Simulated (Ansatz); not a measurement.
Fluorite SnSe2, 3 atoms and 46 valence electrons in a cell of about 79 Å³, was run 5 times in Ansatz, each time on 2 threads of Intel(R) Xeon(R) Platinum 8488C (Sapphire Rapids) (shared host). The times are single readings and vary with the host's load.

| run | k mesh | irreducible k | cutoff (eV) | plane waves | bands | SCF iterations | wall time | peak host memory (GiB) |
| --- | --- | --- | --- | --- | --- | --- | --- | --- |
| relaxation, PBE | 6×6×6 | 16 | 420 | 1639 | 28 | 31 | 7.2 s | 0.41 |
| relaxation, r2SCAN | 6×6×6 | 16 | 500 | 1989 | 28 | 25 | 14 s | 0.61 |
| bands, PBE | 6×6×6 | 16 | 420 | 1471 | 27 | 6 | ? | ? |
| single point, r2SCAN | 6×6×6 | 16 | 500 | 1989 | 27 | 8 | 5.5 s | 0.59 |
| single point, HSE06 | 4×4×4 | 8 | 420 | 1471 | 27 | 21 | ? | ? |

(1) Estimate the missing times and memories.

Answers

(1)
```
                run  wall time  peak host memory (GiB)
single point, HSE06       31 s                       1
         bands, PBE      3.1 s                    0.39
```
